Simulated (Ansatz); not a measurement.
**Several inputs for GeSe**

Cell: an entry of the Crystallography Open Database (COD).

```yaml
crystal:
  lattice:
    - [10.82000, 0.00000, 0.00000]
    - [0.00000, 3.85000, 0.00000]
    - [0.00000, 0.00000, 4.40000]
  atoms:
    - { symbol: Ge, position: [0.12100, 0.25000, 0.11100] }
    - { symbol: Ge, position: [0.87900, 0.75000, 0.88900] }
    - { symbol: Ge, position: [0.37900, 0.75000, 0.61100] }
    - { symbol: Ge, position: [0.62100, 0.25000, 0.38900] }
    - { symbol: Se, position: [0.85400, 0.25000, 0.50000] }
    - { symbol: Se, position: [0.14600, 0.75000, 0.50000] }
    - { symbol: Se, position: [0.64600, 0.75000, 0.00000] }
    - { symbol: Se, position: [0.35400, 0.25000, 0.00000] }
```

Atoms are numbered from 1 in the order listed; like atoms form one site, named after its first atom.

Reference run. Method: Kohn–Sham DFT in Ansatz, PBE, plane waves and PAW, scalar-relativistic, 420 eV cutoff, Γ-centred 4×11×10 k-points, Fermi–Dirac smearing 0.02 eV.

It gives V_zz (10²¹ V/m²) Se -9.02 (η 0.05), Ge -6.28 (η 0.21). Each of these runs changes the input as listed (caps on SCF iterations aside):

A. hamiltonian.xc: pbe → revpbe; hamiltonian.pseudopotentials: {kind: paw} → {kind: paw_fr}; magnetization: not typed → {noncollinear: true, spin_orbit: true}
B. scf.convergence.dr2_threshold: not typed → 1e-11; scf.n_extra_bands: not typed → 1; scf.lower_state_search: not typed → standard

Task: Which of these changes matter for the gradients?

Result: 

```
run   Se V_zz (η)   Ge V_zz (η)  largest change of a gradient tensor, all atoms                           note
  A  -9.10 (0.06)  -6.40 (0.21)                                            0.13  converged; another functional
  B  -9.02 (0.05)  -6.28 (0.21)                                            0.00                      converged
```

Run A moves them most, on Ge (V_zz from -6.28 to -6.40).

Run A changes hamiltonian.xc, hamiltonian.pseudopotentials, magnetization together, so the table can't tell their shares apart.
